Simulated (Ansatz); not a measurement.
# AgO: the cost of one run

Method: DFT PBEsol, scalar-relativistic, plane waves, PAW, in Ansatz 0.2.0.

3 further runs of the same task are left out: 3 set aside as unsound or not needed.

**1. Starting point**

It takes space group F-43m (No. 216, cubic). Conventional cell: a = 4.949 Å, b = 4.949 Å, c = 4.949 Å, α = 90.00°, β = 90.00°, γ = 90.00°. Ag (site symmetry -43m) has 4 O at 2.14 Å as nearest neighbours. O (site symmetry -43m) has 4 Ag at 2.14 Å as nearest neighbours.

As a file:

```cif
data_structure
_symmetry_space_group_name_H-M 'F-43m'
_symmetry_Int_Tables_number 216
_cell_length_a 4.9493
_cell_length_b 4.9493
_cell_length_c 4.9493
_cell_angle_alpha 90.000
_cell_angle_beta 90.000
_cell_angle_gamma 90.000
_cell_volume 121.24
loop_
_atom_site_label
_atom_site_type_symbol
_atom_site_symmetry_multiplicity
_atom_site_Wyckoff_symbol
_atom_site_fract_x
_atom_site_fract_y
_atom_site_fract_z
_atom_site_occupancy
Ag1 Ag 4 a 0.00000 0.00000 0.00000 1
O1 O 4 c 0.25000 0.25000 0.25000 1
```

It is the result of an earlier relaxation at this level (volume 15.15 Å³/atom; gap on the mesh: none (metal)).

**2. A stricter relaxation, with the smearing for a metal**

Response functions are second derivatives at a minimum, so forces and stress are first brought close to zero on the mesh and occupations that the response runs use.

File input.yaml:

```yaml
crystal:
  lattice:
    - [0.0, 2.4746679635, 2.4746679635]
    - [2.4746679635, 0.0, 2.4746679635]
    - [2.4746679635, 2.4746679635, 0.0]
  atoms:
    - { symbol: Ag, position: [0.0, 0.0, 0.0] }
    - { symbol: O, position: [0.75, 0.75, 0.75] }
basis:
  ecutwfc: 420
kpoints:
  mp_grid: { grid: [14, 14, 14] }
hamiltonian:
  xc: pbesol
scf:
  occupations: { method: fermi_dirac, width: 0.15 }
output:
  forces: true
  stress: true
  eigenvalues: true
relax:
  adjacent_minimum: "off"
  f_tol: 0.001
  max_steps: 60
  cell: { stress_tol: 0.01 }
```

The run is started by

```
$ ansatz run input.yaml --threads 1 --pin off --max-ram 3072MiB --backend cpu --events-out ev --progress --plain --runs-dir out
```

Q: Estimate wall time and peak memory on 1 thread of Arm Neoverse V2, shared host.

About 23 s, with a peak of 0.35 GiB.
